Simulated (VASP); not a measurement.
# PbSe (Fm-3m) in VASP: elastic constants with r2SCAN

Aim: the elastic constants of PbSe with r2SCAN.

All numbers are computed with VASP 6.6.1; they aren't measurements. Logs are shortened: lines on timing, memory, paths and dates and some standing lists are left out, and cuts for length are marked.

## 1. The crystal as given

The structure is cubic, space group Fm-3m (No. 225). Conventional cell: a = 6.121 Å, b = 6.121 Å, c = 6.121 Å, α = 90.00°, β = 90.00°, γ = 90.00°. Around Pb (site symmetry m-3m) lie 6 Se at 3.06 Å. Se (site symmetry m-3m) is surrounded by 6 Pb at 3.06 Å.

## 2. Elastic constants, r2SCAN

Contents of POSCAR:

```
PbSe
1.0
    0.0000000000      3.0606500000      3.0606500000
    3.0606500000      0.0000000000      3.0606500000
    3.0606500000      3.0606500000      0.0000000000
Pb Se
1 1
Direct
    0.0000000000      0.0000000000      0.0000000000
    0.5000000000      0.5000000000      0.5000000000
```

Contents of INCAR.step1:

```
SYSTEM = PbSe
PREC     = Accurate       ! precision mode
ENCUT    = 600            ! plane-wave cutoff, eV
EDIFF    = 1E-8           ! SCF threshold, eV
ISMEAR   = 0              ! smearing method
SIGMA    = 0.02           ! smearing width, eV
LREAL    = .False.        ! projectors in reciprocal space
LASPH    = .True.         ! aspherical terms in the spheres
NELM     = 100            ! most SCF steps
ALGO     = Normal         ! electronic algorithm
ISIF     = 3              ! what is computed and relaxed
LWAVE    = .False.        ! write WAVECAR
LCHARG   = .False.        ! write CHGCAR
METAGGA  = R2SCAN         ! meta-GGA
LMIXTAU  = .True.       
IBRION   = 2              ! ionic algorithm
NSW      = 40             ! ionic steps
EDIFFG   = -0.002         ! ionic threshold
```

Contents of INCAR.step2:

```
SYSTEM = PbSe
PREC     = Accurate       ! precision mode
ENCUT    = 600            ! plane-wave cutoff, eV
EDIFF    = 1E-8           ! SCF threshold, eV
ISMEAR   = 0              ! smearing method
SIGMA    = 0.02           ! smearing width, eV
LREAL    = .False.        ! projectors in reciprocal space
LASPH    = .True.         ! aspherical terms in the spheres
NELM     = 100            ! most SCF steps
ALGO     = Normal         ! electronic algorithm
ISIF     = 3              ! what is computed and relaxed
LWAVE    = .False.        ! write WAVECAR
LCHARG   = .False.        ! write CHGCAR
METAGGA  = R2SCAN         ! meta-GGA
LMIXTAU  = .True.       
IBRION   = 6              ! ionic algorithm
NFREE    = 2            
POTIM    = 0.015          ! step
NSW      = 1              ! ionic steps
```

Contents of KPOINTS:

```
regular mesh
0
Gamma
  7 7 7
  0 0 0
```

Potentials or basis: VASP PAW PBE potentials, release 64 (Pb_d, Se).

Run with:

```bash
> cat potpaw_PBE.64/Pb_d/POTCAR potpaw_PBE.64/Se/POTCAR > POTCAR
> cp INCAR.step1 INCAR
> mpirun -np 1 vasp_std > vasp.out
> cp CONTCAR POSCAR
> cp INCAR.step2 INCAR
> mpirun -np 1 vasp_std > vasp.out
```

OUTCAR:

```text
SYSTEM = PbSe
   PREC = Accurate
   ENCUT = 600
   EDIFF = 1E-8
   ISMEAR = 0
   LREAL = .False.
   LASPH = .True.
   NELM = 100
   ISIF = 3
   METAGGA = R2SCAN
   IBRION = 6
   NFREE = 2
   POTIM = 0.015
   NSW = 1

 ion  position               nearest neighbor table
   1  0.000  0.000  0.000-   2 3.09   2 3.09   2 3.09   2 3.09   2 3.09   2 3.09
   2  0.500  0.500  0.500-   1 3.09   1 3.09   1 3.09   1 3.09   1 3.09   1 3.09

  LATTYP: Found a face centered cubic cell.
 ALAT       =     6.1779951607

  Lattice vectors:

 A1 = (   0.0000000000,   3.0889975803,   3.0889975803)
 A2 = (   3.0889975803,   0.0000000000,   3.0889975803)
 A3 = (   3.0889975803,   3.0889975803,   0.0000000000)

Analysis of symmetry for initial positions (statically):
=====================================================================
 Subroutine PRICEL returns:
 Original cell was already a primitive cell.

 Routine SETGRP: Setting up the symmetry group for a
 face centered cubic supercell.

 Subroutine GETGRP returns: Found 48 space group operations
 (whereof 48 operations were pure point group operations)
 out of a pool of 48 trial point group operations.

The static configuration has the point symmetry O_h .

Analysis of symmetry for dynamics (positions and initial velocities):
=====================================================================
 Subroutine PRICEL returns:
 Original cell was already a primitive cell.

 Routine SETGRP: Setting up the symmetry group for a
 face centered cubic supercell.

 Subroutine GETGRP returns: Found 48 space group operations
 (whereof 48 operations were pure point group operations)
 out of a pool of 48 trial point group operations.

The dynamic configuration has the point symmetry O_h .

 Subroutine INISYM returns: Found 48 space group operations
 (whereof 48 operations are pure point group operations),
 and found     1 'primitive' translations

----------------------------------------------------------------------------------------

                                     Primitive cell

  volume of cell :      58.9498

  direct lattice vectors                    reciprocal lattice vectors
     0.000000000  3.088997580  3.088997580    -0.161864808  0.161864808  0.161864808
     3.088997580  0.000000000  3.088997580     0.161864808 -0.161864808  0.161864808
     3.088997580  3.088997580  0.000000000     0.161864808  0.161864808 -0.161864808

  length of vectors
     4.368502272  4.368502272  4.368502272     0.280358071  0.280358071  0.280358071

  position of ions in fractional coordinates (direct lattice)
     0.000000000  0.000000000  0.000000000
     0.500000000  0.500000000  0.500000000

  ion indices of the primitive-cell ions
   primitive index   ion index
                 1           1
                 2           2

----------------------------------------------------------------------------------------

 KPOINTS: regular mesh

Automatic generation of k-mesh.
 Grid dimensions read from file:
 generate k-points for:    7    7    7

 Generating k-lattice:

  Cartesian coordinates                     Fractional coordinates (reciprocal lattice)
    -0.023123544  0.023123544  0.023123544     0.142857143  0.000000000  0.000000000
     0.023123544 -0.023123544  0.023123544     0.000000000  0.142857143  0.000000000
     0.023123544  0.023123544 -0.023123544     0.000000000  0.000000000  0.142857143

  Length of vectors
     0.040051153  0.040051153  0.040051153

  Shift w.r.t. Gamma in fractional coordinates (k-lattice)
     0.000000000  0.000000000  0.000000000

 Subroutine IBZKPT returns following result:
[... 222 lines left out ...]
     14      11.7177      0.00000
[... 377 lines left out ...]
      1     -12.7233      2.00000
      2     -12.7007      2.00000
      3     -12.6796      2.00000
      4     -12.6602      2.00000
      5     -12.6546      2.00000
      6      -8.1247      2.00000
      7      -4.0778      2.00000
      8       1.9847      2.00000
      9       2.9308      2.00000
     10       3.8903      2.00000
     11       6.2956      0.00000
     12       7.1910      0.00000
     13       8.2992      0.00000
     14      13.2594      0.00000

 [... further k-points ...]

[... ionic steps 4 to 14 ...]

--------------------------------------- Ionic step       15  -------------------------------------------

 number of electron      20.0000002 magnetization

------------------------ aborting loop because EDIFF is reached ----------------------------------------
[... 67 lines left out ...]
--------------------------------------- Ionic step       17  -------------------------------------------

 number of electron      20.0000002 magnetization

 Free energy of the ion-electron system (eV)
  ---------------------------------------------------
  ext. energy  EPLUGINS =         0.00000000
  ---------------------------------------------------
  free energy    TOTEN  =       -71.94083527 eV

  energy without entropy =      -71.94083527  energy(sigma->0) =      -71.94083527

 E-fermi :   4.4781     XC(G=0):  -9.9318

 val. band max:        4.3696486412   @ k =   0.4286   0.0000   0.0000
 cond. band min:       5.4748955550   @ k =   0.4286   0.0000   0.0000
 fundamental gap:      1.1052469138
 Fermi energy:         4.4781068145

 k-point     1 :       0.0000    0.0000    0.0000
  band No.  band energies     occupation
      1     -12.8492      2.00000
      2     -12.8492      2.00000
      3     -12.8492      2.00000
      4     -12.8445      2.00000
      5     -12.8445      2.00000
      6      -9.3355      2.00000
      7      -1.8273      2.00000
      8       2.6769      2.00000
      9       2.6774      2.00000
     10       2.6774      2.00000
     11       9.5486      0.00000
     12       9.5486      0.00000
     13       9.5504      0.00000
     14      11.5926      0.00000
[... 377 lines left out ...]
      1     -12.8818      2.00000
      2     -12.8627      2.00000
      3     -12.8426      2.00000
      4     -12.8249      2.00000
      5     -12.8197      2.00000
      6      -8.2181      2.00000
      7      -4.1745      2.00000
      8       1.8853      2.00000
      9       2.8007      2.00000
     10       3.6929      2.00000
     11       6.1251      0.00000
     12       7.0075      0.00000
     13       8.1651      0.00000
     14      13.0491      0.00000

 [... further k-points ...]

------------------------ aborting loop because EDIFF is reached ----------------------------------------

  FORCE on cell =-STRESS in cart. coord.  units (eV):
  Direction    XX          YY          ZZ          XY          YZ          ZX
  --------------------------------------------------------------------------------------
  -------------------------------------------------------------------------------------
  Total        0.0058352      0.0029442      0.0029442      0.0000000      0.0000000     -0.0000000
  in kB        0.1585939      0.0800181      0.0800181      0.0000000      0.0000000     -0.0000000
  external PRESSURE =       0.1062100 kB  Pullay stress =       0.0000000 kB
[... 17 lines left out ...]
  FREE ENERGIE OF THE ION-ELECTRON SYSTEM (eV)
  ---------------------------------------------------
  free  energy   TOTEN  =       -71.9408352734 eV

  energy  without entropy=      -71.9408352734  energy(sigma->0) =      -71.94083527

 INTERNAL STRAIN TENSORS FROM STRAINED CELLS
 ============================================

 INTERNAL STRAIN TENSOR FOR ION    1 for displacements in x,y,z  (eV/Angst):
          X           Y           Z          XY          YZ          ZX
  --------------------------------------------------------------------------------
  x    -0.00000    -0.00000    -0.00000    -0.00000    -0.00000    -0.00000
  y     0.00000     0.00000     0.00000     0.00000     0.00000    -0.00000
  z     0.00000     0.00000    -0.00000     0.00000    -0.00000     0.00000

 INTERNAL STRAIN TENSORS FROM DISPLACED ATOMS
 ============================================

 INTERNAL STRAIN TENSOR FOR ION    1 for displacements in x,y,z  (eV/Angst):
          X           Y           Z          XY          YZ          ZX
  --------------------------------------------------------------------------------
  x     0.00000     0.00000     0.00000     0.00000     0.00000     0.00000
  y     0.00000     0.00000     0.00000     0.00000     0.00000     0.00000
  z     0.00000     0.00000     0.00000     0.00000     0.00000     0.00000

 INTERNAL STRAIN TENSOR FOR ION    2 for displacements in x,y,z  (eV/Angst):
          X           Y           Z          XY          YZ          ZX
  --------------------------------------------------------------------------------
  x     0.00000     0.00000     0.00000     0.00000     0.00000     0.00000
  y     0.00000     0.00000     0.00000     0.00000     0.00000     0.00000
  z     0.00000     0.00000     0.00000     0.00000     0.00000     0.00000

 Eigenvectors and eigenvalues of the dynamical matrix
 ----------------------------------------------------

   1 f  =    0.871371 THz     5.474984 2PiTHz   29.065799 cm-1     3.603698 meV
             X         Y         Z           dx          dy          dz
      0.000000  0.000000  0.000000    -0.531842    0.000000    0.000000
      3.088998  3.088998  3.088998     0.846844    0.000000    0.000000
[... 21 lines left out ...]
   6 f/i=    0.006726 THz     0.042258 2PiTHz    0.224342 cm-1     0.027815 meV
             X         Y         Z           dx          dy          dz
      0.000000  0.000000  0.000000     0.000000    0.000000    0.846844
      3.088998  3.088998  3.088998     0.000000    0.000000    0.531842

--------------------------------------------------------------------------------------------------------

 ELASTIC MODULI CONTR FROM IONIC RELAXATION (kBar)
 Direction    XX          YY          ZZ          XY          YZ          ZX
 --------------------------------------------------------------------------------
 XX           0.0000      0.0000      0.0000      0.0000      0.0000      0.0000
 YY           0.0000      0.0000      0.0000      0.0000      0.0000      0.0000
 ZZ           0.0000      0.0000      0.0000      0.0000      0.0000      0.0000
 XY           0.0000      0.0000      0.0000      0.0000      0.0000      0.0000
 YZ           0.0000      0.0000      0.0000      0.0000      0.0000      0.0000
 ZX           0.0000      0.0000      0.0000      0.0000      0.0000      0.0000
 --------------------------------------------------------------------------------

 TOTAL ELASTIC MODULI (kBar)
 Direction    XX          YY          ZZ          XY          YZ          ZX
 --------------------------------------------------------------------------------
 XX        1285.8262    133.0050    133.0050     -0.0000     -0.0000     -0.0000
 YY         133.0050   1285.8262    133.0050      0.0000     -0.0000      0.0000
 ZZ         133.0050    133.0050   1285.8262     -0.0000      0.0000     -0.0000
 XY          -0.0000      0.0000     -0.0000    183.2430      0.0000      0.0000
 YZ          -0.0000     -0.0000      0.0000      0.0000    183.2430      0.0000
 ZX          -0.0000      0.0000     -0.0000      0.0000      0.0000    183.2430
 --------------------------------------------------------------------------------
```

It took 27 min on 1 thread of Intel Xeon 6975P-C (Granite Rapids), shared host; peak memory 0.36 GiB.

Results:

* Relaxed volume: 29.47 Å³/atom
* Relaxed cell: a = 4.369 Å, b = 4.369 Å, c = 4.369 Å, α = 60.00°, β = 60.00°, γ = 60.00°
* Space group after relaxing (to 0.05 Å): Fm-3m (No. 225)
* Elastic constants C11, C12, C44: 129, 13, 18 GPa
* Voigt bulk modulus: 52 GPa
* Highest phonon frequency at Γ, LO-TO splitting left out: 29 cm⁻¹

Step by step:
```tsv
step	energy change (eV)	largest force (eV/Å)	pressure (GPa)	volume (Å³)
1	0.0000	0.0000	1.52	57.34
2	-0.0062	0.0000	-0.57	59.63
3	-0.0074	0.0000	0.00	58.95
```

Final structure:
```
Pb Se
1.0
     0.00000    3.08900    3.08900
     3.08900    0.00000    3.08900
     3.08900    3.08900    0.00000
Pb Se
1 1
Direct
  0.00000 0.00000 0.00000
  0.50000 0.50000 0.50000
```

Phonon frequencies in cm⁻¹ (negative: imaginary):
| q point | frequencies |
| --- | --- |
| (0.000, 0.000, 0.000) | 0 0 0 29 29 29 |

Elastic tensor in Voigt notation (GPa, in the Cartesian axes of the cell as first typed):
```
129  13  13   0   0   0
 13 129  13   0   0   0
 13  13 129   0   0   0
  0   0   0  18   0   0
  0   0   0   0  18   0
  0   0   0   0   0  18
```

Clamped-ion elastic tensor (GPa):
```
129  13  13   0   0   0
 13 129  13   0   0   0
 13  13 129   0   0   0
  0   0   0  18   0   0
  0   0   0   0  18   0
  0   0   0   0   0  18
```

Caveat: this odd mesh misses L, where the gap lies, so gap, dielectric constants and Born charges aren't listed; the PAW data sets were made with another functional, which shifts forces and pressure a little.
